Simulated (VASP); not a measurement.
Wanted: the native input for a VASP 6.6.1 run.

```
Task                   : single point
Functional             : PBE
Potentials or basis    : VASP PAW PBE potentials, release 64 (Si)
Cutoff                 : 520 eV
k mesh                 : 6 × 6 × 6
Occupations            : fermi-dirac, width 0.05 eV
Spin                   : no spin polarisation
Further INCAR settings : ALGO = Normal; EDIFF = 1e-07; NBANDS = 26
```

The structure of Si lies in POSCAR:

```
Si
1.0
    4.7132352766      2.7211876557      1.8839989006
   -4.7132352766      2.7211876557      1.8839989006
    0.0000000000     -5.4423753114      1.8839989006
Si
8
Direct
    0.5187605000      0.0171024200      0.7149106100
    0.2871548500      0.2871548500      0.2871548500
    0.7149106100      0.5187605000      0.0171024200
    0.4812395000      0.9828975800      0.2850893900
    0.2850893900      0.4812395000      0.9828975800
    0.7128451500      0.7128451500      0.7128451500
    0.9828975800      0.2850893900      0.4812395000
    0.0171024200      0.7149106100      0.5187605000
```

This isn't the form of Si at room conditions, which is diamond.

These files were run (other wordings do the same):

INCAR

```
SYSTEM = Si
PREC = Accurate
ENCUT = 520
EDIFF = 1E-7
ISMEAR = -1
SIGMA = 0.05
LREAL = .FALSE.
LASPH = .TRUE.
NELM = 60
ALGO = Normal
ISIF = 2
LWAVE = .FALSE.
LCHARG = .TRUE.
GGA = PE
LELF = .TRUE.
LVHAR = .TRUE.
NBANDS = 26
```

KPOINTS

```
regular mesh
0
G
  6 6 6
  0 0 0
```

Potentials or basis: VASP PAW PBE potentials, release 64 (Si).

Command:

```sh
$ cat potpaw_PBE.64/Si/POTCAR > POTCAR
$ mpirun -np 1 vasp_std > vasp.out
```

Results of the run:

The pressure is 0.9 GPa and the largest force is 0.148 eV/Å. The band gap on the k mesh is none (metal or under the smearing width).

Wall time 4.8 min on 1 thread of Intel(R) Xeon(R) Platinum 8375C CPU @ 2.90GHz (Ice Lake), on a shared host, peak memory 0.35 GiB.
